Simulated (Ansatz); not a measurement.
Yb:

```
Yb
1.0
    -2.15148    2.15148    2.15148
     2.15148   -2.15148    2.15148
     2.15148    2.15148   -2.15148
Yb
1
Cartesian
  0.0000 0.0000 0.0000
```

This isn't the form of Yb at room conditions, which is fcc.

Base run:

- Program: Ansatz 0.2.0
- Functional: PBE
- Potentials or basis: Ansatz PAW
- Cutoff: 420 eV (not typed: the program's choice for these potentials)
- k mesh: 7 × 7 × 7
- Occupations: fermi-dirac, width 0.05 eV
- Spin: collinear spin, ferromagnetic start
- Starting moments: [1.0] μB
- Fixed moment: 1 μB

Its results: pressure -1.5 GPa; net moment 1.00 μB per cell.

Question: The run is repeated on the same cell with these changes: k mesh from 7 × 7 × 7 to 9 × 9 × 9; fixed moment from 1 μB to none. What comes out?

Answer: Pressure -2.2 GPa; net moment 0.00 μB per cell.

Caveats: the total moment is fixed, so each spin has its own Fermi level (some runs); the thresholds are loose for stress (some runs); the starting moments weren't kept (some runs).
